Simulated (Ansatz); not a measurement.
**TePb under changes of volume**

One of the cells (33.730 Å³/atom); the others are scaled copies at fixed shape and fractional positions:

```
Pb Te
1.0
     0.00000    3.23100    3.23100
     3.23100    0.00000    3.23100
     3.23100    3.23100    0.00000
Pb Te
1 1
Cartesian
  0.0000 0.0000 0.0000
  3.2310 3.2310 3.2310
```

- Program: Ansatz 0.2.0
- Functional: PBEsol
- Potentials or basis: all-electron LAPW, scalar-relativistic
- Cutoff: 194 eV (chosen from the basis error)
- Basis error allowed: 0.0005 eV/atom
- k mesh: 7 × 7 × 7
- Occupations: fermi-dirac, width 0.05 eV
- Spin: no spin polarisation

```csv
volume (Å³/atom),energy over the lowest point (meV/atom),pressure (GPa)
31.706,?,?
32.380,4.40,1.5
33.055,0.18,0.5
33.730,0.00,-0.4
34.404,3.45,-1.2
35.079,10.13,-1.9
35.753,19.71,-2.6
```

Task: What does the run at 31.706 Å³/atom give?

Result: Energy over the lowest point 13.15 meV/atom; pressure 2.7 GPa.

Worked out: A Birch-Murnaghan fit of order 3 (a polynomial in V^(-2/3)) to the other rows has its minimum at 33.42 Å³/atom with B0 = V·E''(V) = 45 GPa and B' = 4.5. It gives 13.13 meV/atom at 31.706 Å³/atom, against the run's 13.15, and -dE/dV = 2.7 GPa, against 2.7.

Energies are extrapolated to zero smearing.
